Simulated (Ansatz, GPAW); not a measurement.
## GaAs: 3 runs at one level of theory

```
As Ga
1.0
     0.00000    2.82685    2.82685
     2.82685    0.00000    2.82685
     2.82685    2.82685    0.00000
As Ga
1 1
Direct
  0.75000 0.75000 0.75000
  0.00000 0.00000 0.00000
```

Alike in all runs: task band structure; functional RPBE; k mesh 8 × 8 × 8; occupations fermi-dirac, width 0.05 eV; no spin polarisation; no spin-orbit coupling. Pressure is positive in compression and, in plane waves, holds the error of the finite cutoff, which Ansatz's Pulay term estimates and takes out. Gaps are the smaller of the mesh's and the band path's.

```
                                                    program and potentials  plane-wave cutoff (eV)                                                                                                                            notes  band gap (eV)  pressure (GPa)
                                                        Ansatz, Ansatz PAW                     420  potentials made for PBE, which Ansatz adapts in part; 14 valence electrons an atom on average; Pulay term of +0.04 GPa included           0.64            5.24
                            Ansatz, all-electron LAPW, scalar-relativistic                       -                                                                                                                                -           0.65            5.22
GPAW, the program's PAW data sets (release 1.2.1) made for this functional                     600                                                                                           4 valence electrons an atom on average           0.71            6.33
```

The band gap spans 0.64 (Ansatz, Ansatz PAW) to 0.71 eV (GPAW, the program's PAW data sets (release 1.2.1) made for this functional), with all-electron results at 0.65. The pressure spans 5.22 (Ansatz, all-electron LAPW, scalar-relativistic) to 6.33 GPa (GPAW, the program's PAW data sets (release 1.2.1) made for this functional), with all-electron results at 5.22. Some sets were made for another functional than the one run, which can shift their rows. Spin-orbit coupling, left out here, moves the band edges of heavy atoms.

Differences between rows come from potentials, basis sets and numerical settings, since the functional is the same but for its coding. Runs on potential files found faulty are left out.
